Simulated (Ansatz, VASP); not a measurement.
## Two plane-wave programs on Sn

```xyz
2
Lattice="0.0000 3.3281 3.3281 3.3281 0.0000 3.3281 3.3281 3.3281 0.0000" Properties=species:S:1:pos:R:3 pbc="T T T"
Sn    3.3281    3.3281    3.3281
Sn    4.9922    4.9922    4.9922
```

Alike in both runs: functional PBE; k mesh 12 × 12 × 12; occupations gaussian, width 0.1 eV; no spin polarisation.

Ansatz relaxed the structure, and its values are those at the end. VASP's run is a single point on that final structure, the one shown.

```csv
,VASP,Ansatz
version,VASP 6.6.1,Ansatz 0.2.0
potentials or method,"VASP PAW PBE potentials, release 64 (Sn_d)","scalar-relativistic, plane waves, PAW"
plane-wave cutoff (eV),520,420
valence electrons in the cell,28,28
```

|  | VASP | Ansatz | Ansatz less VASP |
| --- | --- | --- | --- |
| gap on the k mesh at the Fermi level (eV) | none | none | - |
| pressure (GPa) | -0.1 | 0.0 | +0.04 |

A gap of «none» marks a metal or a gap that the smearing closes.
